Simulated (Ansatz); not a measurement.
`FC(F)(F)C1(F)OC1(F)F` + H₂ → `FC1OC1(F)F` + `FC(F)F` at 400 K and 1 bar (hydrogenolysis of a C–C bond).

Isolated molecules relaxed with PBE0-D4/def2-TZVP in Ansatz; ΔE leaves out vibrations. CCSD(T)/CBS is the MP2 limit (def2-TZVPP, def2-QZVPP) plus CCSD(T) − MP2 in def2-TZVPP, frozen cores. This one scheme is used for every species.

| species | CCSD(T)/CBS energy (Eh) | H − E (kJ/mol) | S (J/(mol·K)) |
| --- | --- | --- | --- |
| `FC(F)(F)C1(F)OC1(F)F` | -788.02044 | 142.2 | 423.1 |
| H₂ | -1.17544 | 38.0 | 139.0 |
| `FC1OC1(F)F` | -451.19430 | 115.2 | 326.1 |
| `FC(F)F` | -338.02896 | 84.0 | 275.7 |

H − E and S are ideal-gas, rigid-rotor, harmonic terms from PBE0-D4/def2-TZVP, for one conformer and one mirror image of each species. For small species the MP2-based limit differs from directly extrapolated CCSD(T) by up to some mEh (0.8 for H₂); such offsets cancel only in part. 1 Eh = 2625.50 kJ/mol, R = 8.31446 J/(mol·K).

Question: By hand: ΔE, ΔH, ΔS and ΔG.

Answer: ΔE = (-451.19430) + (-338.02896) − (-788.02044) − (-1.17544) = -0.02738 Eh = -71.9 kJ/mol. Δ(H − E) = 115.2 + 84.0 − 142.2 − 38.0 = 19.0, so ΔH = -52.9 kJ/mol. ΔS = 326.1 + 275.7 − 423.1 − 139.0 = 39.7 J/(mol·K). ΔG = -52.9 − 400 × (39.7)/1000 = -68.8 kJ/mol.

Question: By hand: the equilibrium constant, and the temperature at which ΔG would vanish if ΔH and ΔS stayed fixed.

Answer: log₁₀ K = −ΔG/(RT ln 10) = 9.0. ΔH and −TΔS have one sign here, so there is no such temperature.

ΔH outweighs TΔS. A doubt of 5 kJ/mol in ΔE shifts log₁₀ K by 0.7 here. Other conformers and mirror images would add mixing entropy, several J/(mol·K) or more a flexible species. Modes under 60 cm⁻¹, often nearly free rotors, make the harmonic entropy too high. These are equilibria of isolated gas molecules and say nothing of rates. Largest T1 diagnostic: 0.013 (customary marks: 0.02 for closed shells, 0.045 for open ones).
